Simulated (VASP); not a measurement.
# ZnS (P6_3mc) in VASP: notebook

The runs below take ZnS through single point, with PBEsol.

Everything below comes from runs of VASP 6.6.1. Logs are shortened: lines on timing, memory, paths and dates and some standing lists are left out, and cuts for length are marked.

**The experiment to reproduce.**

A printed reference work, monograph reports, for a bulk crystal of ZnS at 4 K: band gap 3.911 eV (direct).

How close the calculation comes is told below.

### 1 The cell of the first run

Symmetry: P6_3mc, No. 186, hexagonal system. Conventional cell: a = 3.729 Å, b = 3.729 Å, c = 6.129 Å, α = 90.00°, β = 90.00°, γ = 120.00°. Within 3.0 Å of Zn (site symmetry 3m) lie 4 S at 2.29 Å. Within 3.0 Å of S (site symmetry 3m) lie 4 Zn at 2.29 Å.

### 2 Single point, PBEsol (18.46 Å³/atom)

INCAR reads:

```
  PREC = Accurate
  ENCUT = 520
  EDIFF = 1E-6
  ISMEAR = 0
  SIGMA = 0.05
  LREAL = F
  LASPH = T
  NELM = 80
  ALGO = Normal
  ISIF = 2
  LWAVE = F
  LCHARG = T
  GGA = PS
  LELF = T
  LVHAR = T
  NBANDS = 26
```

KPOINTS reads:

```
regular mesh
0
Gamma
  10 10 6
```

POSCAR reads:

```
ZnS
1.0
    3.7294490318      0.0000000000      0.0000000000
   -1.8647245159      3.2297976037      0.0000000000
    0.0000000000      0.0000000000      6.1292220750
Zn S
2 2
Direct
    0.3333333333      0.6666666667      0.0055798499
    0.6666666667      0.3333333333      0.5055798499
    0.3333333333      0.6666666667      0.3794201501
    0.6666666667      0.3333333333      0.8794201501
```

Potentials or basis: VASP PAW PBE potentials, release 64 (Zn, S).

Launch:

```
> cat potpaw_PBE.64/Zn/POTCAR potpaw_PBE.64/S/POTCAR > POTCAR
> mpirun -np 1 vasp_std > vasp.out
```

OUTCAR:

```text
PREC = Accurate
   ENCUT = 520
   EDIFF = 1E-6
   ISMEAR = 0
   LREAL = F
   LASPH = T
   NELM = 80
   ISIF = 2
   GGA = PS

 ion  position               nearest neighbor table
   1  0.333  0.667  0.006-   4 2.29   4 2.29   4 2.29   3 2.29
   2  0.667  0.333  0.506-   3 2.29   3 2.29   3 2.29   4 2.29
   3  0.333  0.667  0.379-   2 2.29   2 2.29   2 2.29   1 2.29
   4  0.667  0.333  0.879-   1 2.29   1 2.29   1 2.29   2 2.29

  LATTYP: Found a hexagonal cell.
 ALAT       =     3.7294490318
 C/A-ratio  =     1.6434658371

  Lattice vectors:

 A1 = (   3.7294490318,   0.0000000000,   0.0000000000)
 A2 = (  -1.8647245159,   3.2297976037,   0.0000000000)
 A3 = (   0.0000000000,   0.0000000000,   6.1292220750)

Analysis of symmetry for initial positions (statically):
=====================================================================
 Subroutine PRICEL returns:
 Original cell was already a primitive cell.

 Routine SETGRP: Setting up the symmetry group for a
 hexagonal supercell.

 Subroutine GETGRP returns: Found 12 space group operations
 (whereof  6 operations were pure point group operations)
 out of a pool of 24 trial point group operations.

The static configuration has the point symmetry C_3v.
 The point group associated with its full space group is C_6v.

Analysis of symmetry for dynamics (positions and initial velocities):
=====================================================================
 Subroutine PRICEL returns:
 Original cell was already a primitive cell.

 Routine SETGRP: Setting up the symmetry group for a
 hexagonal supercell.

 Subroutine GETGRP returns: Found 12 space group operations
 (whereof  6 operations were pure point group operations)
 out of a pool of 24 trial point group operations.

The dynamic configuration has the point symmetry C_3v.
 The point group associated with its full space group is C_6v.

 Subroutine INISYM returns: Found 12 space group operations
 (whereof  6 operations are pure point group operations),
 and found     1 'primitive' translations

----------------------------------------------------------------------------------------

                                     Primitive cell

  volume of cell :      73.8287

  direct lattice vectors                    reciprocal lattice vectors
     3.729449032  0.000000000  0.000000000     0.268136122  0.154808462  0.000000000
    -1.864724516  3.229797604  0.000000000     0.000000000  0.309616924  0.000000000
     0.000000000  0.000000000  6.129222075     0.000000000  0.000000000  0.163152842

  length of vectors
     3.729449032  3.729449032  6.129222075     0.309616924  0.309616924  0.163152842

  position of ions in fractional coordinates (direct lattice)
     0.333333333  0.666666667  0.005579850
     0.666666667  0.333333333  0.505579850
     0.333333333  0.666666667  0.379420150
     0.666666667  0.333333333  0.879420150

  ion indices of the primitive-cell ions
   primitive index   ion index
                 1           1
                 2           2
                 3           3
                 4           4

----------------------------------------------------------------------------------------

 KPOINTS: regular mesh

Automatic generation of k-mesh.
 Grid dimensions read from file:
 generate k-points for:   10   10    6

 Generating k-lattice:

  Cartesian coordinates                     Fractional coordinates (reciprocal lattice)
     0.026813612  0.015480846  0.000000000     0.100000000  0.000000000  0.000000000
     0.000000000  0.030961692  0.000000000     0.000000000  0.100000000  0.000000000
     0.000000000  0.000000000  0.027192140     0.000000000  0.000000000  0.166666667

  Length of vectors
     0.030961692  0.030961692  0.027192140

  Shift w.r.t. Gamma in fractional coordinates (k-lattice)
     0.000000000  0.000000000  0.000000000

 Subroutine IBZKPT returns following result:
 ===========================================

 Found     56 irreducible k-points:

 Following reciprocal coordinates:
            Coordinates               Weight
[... 47 lines left out ...]
 fundamental gap:      2.3430265060
 Fermi energy:         2.9409332714

 k-point     1 :       0.0000    0.0000    0.0000
  band No.  band energies     occupation
      1     -10.9948      2.00000
      2      -9.9201      2.00000
      3      -3.9969      2.00000
      4      -3.9766      2.00000
      5      -3.9766      2.00000
      6      -3.8841      2.00000
[... 18 lines left out ...]
     25      10.3262      0.00000
     26      12.0701      0.00000

 k-point     2 :       0.1000    0.0000    0.0000
  band No.  band energies     occupation
      1     -10.9182      2.00000
      2      -9.8761      2.00000
      3      -3.9922      2.00000
      4      -3.9753      2.00000
      5      -3.9612      2.00000
      6      -3.8786      2.00000
[... 18 lines left out ...]
     25      10.6591      0.00000
     26      11.5041      0.00000

 k-point     3 :       0.2000    0.0000    0.0000
  band No.  band energies     occupation
      1     -10.7024      2.00000
      2      -9.7625      2.00000
      3      -4.0112      2.00000
      4      -3.9431      2.00000
      5      -3.9244      2.00000
      6      -3.8485      2.00000
[... 18 lines left out ...]
     25      10.7579      0.00000
     26      11.5598      0.00000

 k-point     4 :       0.3000    0.0000    0.0000
  band No.  band energies     occupation
      1     -10.3940      2.00000
      2      -9.6326      2.00000
      3      -4.0216      2.00000
      4      -3.9130      2.00000
      5      -3.8881      2.00000
      6      -3.7665      2.00000
[... 18 lines left out ...]
     25      11.3790      0.00000
     26      12.0445      0.00000
[... 496 lines left out ...]
      1     -10.4580      2.00000
      2      -9.7371      2.00000
      3      -4.0129      2.00000
      4      -3.9273      2.00000
      5      -3.8999      2.00000
      6      -3.8284      2.00000
[... 18 lines left out ...]
     25      11.2867      0.00000
     26      11.5228      0.00000

 k-point    23 :       0.3000    0.1000    0.1667
  band No.  band energies     occupation
      1     -10.1520      2.00000
      2      -9.6165      2.00000
      3      -4.0017      2.00000
      4      -3.9021      2.00000
      5      -3.8601      2.00000
      6      -3.7303      2.00000
[... 18 lines left out ...]
     25      11.4553      0.00000
     26      12.2011      0.00000

 k-point    24 :       0.4000    0.1000    0.1667
  band No.  band energies     occupation
      1      -9.9110      2.00000
      2      -9.5746      2.00000
      3      -3.9921      2.00000
      4      -3.8587      2.00000
      5      -3.8212      2.00000
      6      -3.6754      2.00000
[... 18 lines left out ...]
     25      12.0866      0.00000
     26      13.5219      0.00000

 [... further k-points ...]

------------------------ aborting loop because EDIFF is reached ----------------------------------------

  FORCE on cell =-STRESS in cart. coord.  units (eV):
  Direction    XX          YY          ZZ          XY          YZ          ZX
  --------------------------------------------------------------------------------------
  -------------------------------------------------------------------------------------
  Total        1.7359171      1.7359171      1.7306671      0.0000000      0.0000000      0.0000000
  in kB       37.6716144     37.6716144     37.5576823      0.0000000      0.0000000      0.0000000
  external PRESSURE =      37.6336370 kB  Pullay stress =       0.0000000 kB

 VOLUME and BASIS-vectors are now :
 -----------------------------------------------------------------------------
  energy-cutoff  :      520.00
  volume of cell :       73.83
      direct lattice vectors                 reciprocal lattice vectors
     3.729449032  0.000000000  0.000000000     0.268136122  0.154808462  0.000000000
    -1.864724516  3.229797604  0.000000000     0.000000000  0.309616924  0.000000000
     0.000000000  0.000000000  6.129222075     0.000000000  0.000000000  0.163152842

 POSITION                                       TOTAL-FORCE (eV/Angst)
 -----------------------------------------------------------------------------------
     -0.00000      2.15320      0.03420         0.000000     -0.000000      0.007898
      1.86472      1.07660      3.09881        -0.000000      0.000000      0.007898
     -0.00000      2.15320      2.32555        -0.000000      0.000000     -0.007898
      1.86472      1.07660      5.39016         0.000000     -0.000000     -0.007898
 -----------------------------------------------------------------------------------
    total drift:                               -0.000001     -0.000001     -0.000383

  FREE ENERGIE OF THE ION-ELECTRON SYSTEM (eV)
  ---------------------------------------------------
  free  energy   TOTEN  =       -15.1302453586 eV

  energy  without entropy=      -15.1302453586  energy(sigma->0) =      -15.13024536
```

Wall time 62 s (1 thread of Intel Xeon 8259CL, shared host); peak memory 0.24 GiB.

What came out:

```yaml
Free_energy: -15.1302 eV
Pressure: 3.8 GPa
Largest_force: 0.008 eV/Å
Band_gap_on_the_k_mesh: 2.34 eV
```

Forces in eV/Å, atoms in the order of the input:
```
Zn   0.000  0.000  0.008
Zn   0.000  0.000  0.008
S    0.000  0.000 -0.008
S    0.000  0.000 -0.008
```

Caveat: the cell stands under pressure; the PAW data sets were made with another functional, which shifts forces and pressure a little.

### 3 Single point, PBEsol (18.84 Å³/atom)

This run uses another cell than the first one, of 18.84 Å³/atom.

INCAR reads:

```
SYSTEM = ZnS
PREC     = Accurate       ! precision mode
ENCUT    = 520            ! plane-wave cutoff, eV
EDIFF    = 1E-7           ! SCF threshold, eV
ISMEAR   = 0              ! smearing method
SIGMA    = 0.05           ! smearing width, eV
LREAL    = .FALSE.        ! projectors in reciprocal space
LASPH    = .TRUE.         ! aspherical terms in the spheres
NELM     = 80             ! most SCF steps
ALGO     = Normal         ! electronic algorithm
ISIF     = 2              ! what is computed and relaxed
LWAVE    = .FALSE.        ! write WAVECAR
LCHARG   = .FALSE.        ! write CHGCAR
GGA      = PS             ! functional
NBANDS   = 26             ! bands
```

KPOINTS reads:

```
regular mesh
0
G
  10 10 6
  0 0 0
```

POSCAR reads:

```
ZnS
1.0
    3.7562414867      0.0000000000      0.0000000000
   -1.8781207434      3.2530005502      0.0000000000
    0.0000000000      0.0000000000      6.1679741114
Zn S
2 2
Direct
    0.3333333333      0.6666666667      0.0054595352
    0.6666666667      0.3333333333      0.5054595352
    0.3333333333      0.6666666667      0.3795404648
    0.6666666667      0.3333333333      0.8795404648
```

Potentials or basis: VASP PAW PBE potentials, release 64 (Zn, S).

Launch:

```
> cat potpaw_PBE.64/Zn/POTCAR potpaw_PBE.64/S/POTCAR > POTCAR
> mpirun -np 1 vasp_std > vasp.out
```

Run time: 65 s. Hardware: 1 thread of Intel Xeon 8259CL, shared host; peak memory 0.24 GiB.

It converged, with:

```yaml
Free_energy: -15.1573 eV
Pressure: 1.9 GPa
Largest_force: 0.005 eV/Å
Band_gap_on_the_k_mesh: 2.25 eV
```

Forces in eV/Å, atoms in the order of the input:
```
Zn   0.000  0.000  0.005
Zn   0.000  0.000  0.005
S    0.000  0.000 -0.005
S    0.000  0.000 -0.005
```

Levels at points of the mesh, in eV from the valence-band top:
```
           k point  band 15  band 16  band 17  band 18  band 19  band 20  band 21  band 22
(0.00, 0.00, 0.00)    -0.97    -0.09     0.00     0.00     2.25     3.06     6.19     6.19
(0.50, 0.00, 0.00)    -3.53    -2.42    -1.86    -0.96     3.49     4.25     4.94     6.79
(0.00, 0.00, 0.50)    -0.51    -0.51    -0.51    -0.51     3.56     3.56     6.66     6.66
(0.50, 0.00, 0.50)    -1.77    -1.77    -1.75    -1.75     3.41     3.41     5.08     5.08
```

Caveat: the PAW data sets were made with another functional, which shifts forces and pressure a little. PBEsol gaps usually lie below the measured ones, often by a third to a half.

### 4 Single point, PBEsol

This run uses another cell than the first one, of 19.23 Å³/atom.

INCAR reads:

```
SYSTEM = ZnS
  ALGO = Normal
  EDIFF = 1E-6
  ENCUT = 520
  GGA = PS
  ISIF = 2
  ISMEAR = 0
  LASPH = .True.
  LCHARG = .True.
  LELF = .True.
  LREAL = .False.
  LVHAR = .True.
  LWAVE = .False.
  NBANDS = 26
  NELM = 60
  PREC = Accurate
  SIGMA = 0.05
```

KPOINTS reads:

```
k-points
0
Gamma
  10 10 6
  0 0 0
```

POSCAR reads:

```
ZnS
1.0
    3.7816222667      0.0000000000      0.0000000000
   -1.8908111334      3.2749809504      0.0000000000
    0.0000000000      0.0000000000      6.2096508764
Zn S
2 2
Direct
    0.3333333333      0.6666666667      0.0054595352
    0.6666666667      0.3333333333      0.5054595352
    0.3333333333      0.6666666667      0.3795404648
    0.6666666667      0.3333333333      0.8795404648
```

Launch:

```
> cat potpaw_PBE.64/Zn/POTCAR potpaw_PBE.64/S/POTCAR > POTCAR
> mpirun -np 1 vasp_std > vasp.out
```

Wall time 74 s (1 thread of Intel Xeon 8259CL, shared host); peak memory 0.24 GiB.

Results (log left out):

```yaml
Free_energy: -15.1674 eV
Pressure: 0.2 GPa
Band_gap_on_the_k_mesh: 2.16 eV
```

Levels at points of the mesh, in eV from the valence-band top:
```csv
k point,band 16,band 17,band 18,band 19,band 20,band 21
"(0.00, 0.00, 0.00)",-0.09,0.00,0.00,2.16,3.03,6.21
"(0.50, 0.00, 0.00)",-2.35,-1.80,-0.93,3.52,4.20,4.96
"(0.00, 0.00, 0.50)",-0.49,-0.49,-0.49,3.51,3.51,6.67
"(0.50, 0.00, 0.50)",-1.72,-1.69,-1.69,3.41,3.41,5.10
```

Caveat: the PAW data sets were made with another functional, which shifts forces and pressure a little.

### 5 Single point, PBEsol

This run uses another cell than the first one, of 19.23 Å³/atom.

INCAR reads:

```
PREC = Accurate
ENCUT = 520
EDIFF = 1E-6
ISMEAR = 0
SIGMA = 0.05
LREAL = F
LASPH = T
NELM = 100
ALGO = Normal
ISIF = 2
LWAVE = F
LCHARG = T
GGA = PS
LELF = T
LVHAR = T
NBANDS = 26
```

KPOINTS reads:

```
regular mesh
0
Gamma
  10 10 6
```

POSCAR is that of step 4.

Launch:

```
> cat potpaw_PBE.64/Zn/POTCAR potpaw_PBE.64/S/POTCAR > POTCAR
> mpirun -np 1 vasp_std > vasp.out
```

Run time: 70 s. Hardware: 1 thread of Intel Xeon 8259CL, shared host; peak memory 0.24 GiB.

Results (log left out):

```
Free energy            : -15.1674 eV
Pressure               : 0.2 GPa
Band gap on the k mesh : 2.16 eV
```

Levels at points of the mesh, in eV from the valence-band top:
```csv
k point,band 15,band 16,band 17,band 18,band 19,band 20,band 21,band 22
"(0.00, 0.00, 0.00)",-0.94,-0.09,0.00,0.00,2.16,3.03,6.21,6.21
"(0.50, 0.00, 0.00)",-3.43,-2.35,-1.80,-0.93,3.52,4.20,4.96,6.80
"(0.00, 0.00, 0.50)",-0.49,-0.49,-0.49,-0.49,3.51,3.51,6.67,6.67
"(0.50, 0.00, 0.50)",-1.72,-1.72,-1.69,-1.69,3.41,3.41,5.10,5.10
```

Caveat: the PAW data sets were made with another functional, which shifts forces and pressure a little.

### 6 Single point, PBEsol (19.61 Å³/atom)

This run uses another cell than the first one, of 19.61 Å³/atom.

INCAR reads:

```
SYSTEM = ZnS
PREC = Accurate ; ENCUT = 520
EDIFF = 1E-6 ; ISMEAR = 0
SIGMA = 0.05 ; LREAL = .FALSE.
LASPH = .TRUE. ; NELM = 100
ALGO = Normal ; ISIF = 2
LWAVE = .FALSE. ; LCHARG = .FALSE.
GGA = PS ; NBANDS = 26
```

KPOINTS reads:

```
regular mesh
0
G
  10 10 6
  0 0 0
```

POSCAR reads:

```
ZnS
1.0
    3.8066668526      0.0000000000      0.0000000000
   -1.9033334263      3.2966701981      0.0000000000
    0.0000000000      0.0000000000      6.2507755906
Zn S
2 2
Direct
    0.3333333333      0.6666666667      0.0054595352
    0.6666666667      0.3333333333      0.5054595352
    0.3333333333      0.6666666667      0.3795404648
    0.6666666667      0.3333333333      0.8795404648
```

Potentials or basis: VASP PAW PBE potentials, release 64 (Zn, S).

Launch:

```
> cat potpaw_PBE.64/Zn/POTCAR potpaw_PBE.64/S/POTCAR > POTCAR
> mpirun -np 1 vasp_std > vasp.out
```

Wall time 66 s (1 thread of Intel Xeon 8259CL, shared host); peak memory 0.24 GiB.

It converged, with:

```
Free energy            : -15.1623 eV
Pressure               : -1.3 GPa
Largest force          : 0.004 eV/Å
Band gap on the k mesh : 2.07 eV
```

Forces in eV/Å, atoms in the order of the input:
```
Zn   0.000  0.000 -0.004
Zn   0.000  0.000 -0.004
S    0.000  0.000  0.004
S    0.000  0.000  0.004
```

Levels at points of the mesh, in eV from the valence-band top:
| k point | band 14 | band 15 | band 16 | band 17 | band 18 | band 19 | band 20 | band 21 | band 22 | band 23 |
| --- | --- | --- | --- | --- | --- | --- | --- | --- | --- | --- |
| (0.00, 0.00, 0.00) | -0.91 | -0.91 | -0.09 | 0.00 | 0.00 | 2.07 | 3.00 | 6.22 | 6.22 | 6.47 |
| (0.50, 0.00, 0.00) | -4.18 | -3.34 | -2.27 | -1.74 | -0.90 | 3.54 | 4.15 | 4.98 | 6.81 | 7.31 |
| (0.00, 0.00, 0.50) | -2.93 | -0.48 | -0.48 | -0.48 | -0.48 | 3.45 | 3.45 | 6.68 | 6.68 | 6.68 |
| (0.50, 0.00, 0.50) | -4.93 | -1.67 | -1.67 | -1.64 | -1.64 | 3.41 | 3.41 | 5.11 | 5.11 | 8.73 |

Caveat: the PAW data sets were made with another functional, which shifts forces and pressure a little.

### 7 The runs side by side

```tsv
cell	gap on the mesh (eV)	pressure (GPa)	largest force (eV/Å)
a = 3.729, b = 3.729, c = 6.129 Å, angles 90.0, 90.0, 120.0°, 4 atoms, atomic positions A	2.34	3.8	0.01
a = 3.756, b = 3.756, c = 6.168 Å, angles 90.0, 90.0, 120.0°, 4 atoms, atomic positions B	2.25	1.9	0.01
a = 3.782, b = 3.782, c = 6.210 Å, angles 90.0, 90.0, 120.0°, 4 atoms, atomic positions B	2.16	0.2	-
a = 3.807, b = 3.807, c = 6.251 Å, angles 90.0, 90.0, 120.0°, 4 atoms, atomic positions B	2.07	-1.3	-
```

Alike in all rows: task single point; level PBEsol; potentials or basis VASP PAW PBE potentials, release 64 (Zn, S); no spin polarisation; k mesh 10 × 10 × 6; cutoff (eV) 520; smearing gaussian 0.05 eV.

Caveats: the PAW data sets were made with another functional, which shifts forces and pressure a little; the cell stands under pressure (at least some runs).

Absolute energies hang on the potentials; compare differences alone.

### 8 Comparison with measurements

Step 4. A measured gap of ZnS is 3.911 eV (direct; 4 K; a printed reference work, monograph); the calculated 2.16 eV misses it by -1.75 eV. The value is that of PBEsol, without temperature or zero-point motion. Semilocal functionals fall short of measured gaps as a rule.

Step 5. Against the measured gap of ZnS, 3.911 eV (direct; 4 K; a printed reference work, monograph), the calculated 2.16 eV is off by -1.75 eV. The value is that of PBEsol, without temperature or zero-point motion. Semilocal functionals fall short of measured gaps as a rule.
